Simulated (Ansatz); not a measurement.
Take a crystal in which Hg has been replaced by Cd on all its sites, with the cell rescaled by a rough guess (in some cases also distorted within its space group) and nothing relaxed:

```xyz
1
Lattice="1.8786 1.0846 2.4259 -1.8786 1.0846 2.4259 0.0000 -2.1692 2.4259" Properties=species:S:1:pos:R:3 pbc="T T T"
Cd    0.0000    0.0000    0.0000
```

All numbers below come from DFT PBE, scalar-relativistic, plane waves, PAW (Ansatz 0.2.0).

Settings: cutoff 420 eV, Γ-centred mesh 15×15×15 on the computed 1-atom cell, Gaussian smearing of 0.10 eV; no spin polarisation.

Task: Will this cell want to expand or contract, and how hard?

Result: The pressure is -4.3 GPa (positive in compression), so the cell would contract.

Task: Is it a metal on this mesh?

Result: Yes, a band crosses the Fermi level.

This form isn't the element's structure at ambient conditions.